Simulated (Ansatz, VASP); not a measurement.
# One calculation of Sc, two programs

The input INCAR:

```
PREC     = Accurate       # precision mode
ENCUT    = 520            # plane-wave cutoff, eV
EDIFF    = 1E-8           # SCF threshold, eV
ISMEAR   = -1             # smearing method
SIGMA    = 0.03           # smearing width, eV
LREAL    = False          # projectors in reciprocal space
LASPH    = True           # aspherical terms in the spheres
NELM     = 100            # most SCF steps
ALGO     = Normal         # electronic algorithm
ISIF     = 2              # what is computed and relaxed
LWAVE    = False          # write WAVECAR
LCHARG   = False          # write CHGCAR
GGA      = CA             # functional
LEFG     = True         
NBANDS   = 18             # bands
```

Contents of KPOINTS:

```
Automatic mesh
0
Gamma
  13 13 7
```

Contents of POSCAR:

```
Sc
1.0
    3.2640789303      0.0000000000      0.0000000000
   -1.6320394651      2.8267752736      0.0000000000
    0.0000000000      0.0000000000      5.1968020830
Sc
2
Direct
    0.3333333333      0.6666666667      0.2500000000
    0.6666666667      0.3333333333      0.7500000000
```

Input for Ansatz:

```yaml
crystal:
  lattice:
    - [3.2640789303, 0.0, 0.0]
    - [-1.6320394651, 2.8267752736, 0.0]
    - [0.0, 0.0, 5.196802083]
  atoms:
    - { symbol: Sc, position: [0.3333333333, 0.6666666667, 0.25] }
    - { symbol: Sc, position: [0.6666666667, 0.3333333333, 0.75] }
kpoints:
  mp_grid: { grid: [13, 13, 7] }
scf:
  occupations: { method: fermi_dirac, width: 0.03 }
hamiltonian:
  xc: lda
  pseudopotentials: { kind: all_electron, datasets: crystal }
output:
  forces: true
  stress: true
  eigenvalues: true
  efg: { contact_densities: true }
```

Change from the starting cell: volume scaled by 0.96, crystal datasets.

Alike in both runs: task electric field gradients; functional LDA; k mesh 13 × 13 × 7; occupations fermi-dirac, width 0.03 eV; no spin polarisation.

|  | VASP | Ansatz |
| --- | --- | --- |
| version | VASP 6.6.1 | Ansatz 0.2.0 |
| potentials or method | VASP PAW LDA potentials, release 64 (Sc_sv) | all-electron PAW with datasets made for the crystal, scalar-relativistic |
| plane-wave cutoff (eV) | 520 | see its input |

Ansatz gave:

- pressure (GPa): -3.4
- largest component of the traceless stress (GPa): 1.35
- Vzz of the field gradient on the site that differs most (V/Å²): 10.0

Problem. What did VASP give for the same quantities?

Solution. Pressure (GPa): -3.3; largest component of the traceless stress (GPa): 1.34; Vzz of the field gradient on the site that differs most (V/Å²): 10.8.

Ansatz ran all-electron here, so the differences hold the error of VASP's frozen core and of both bases.
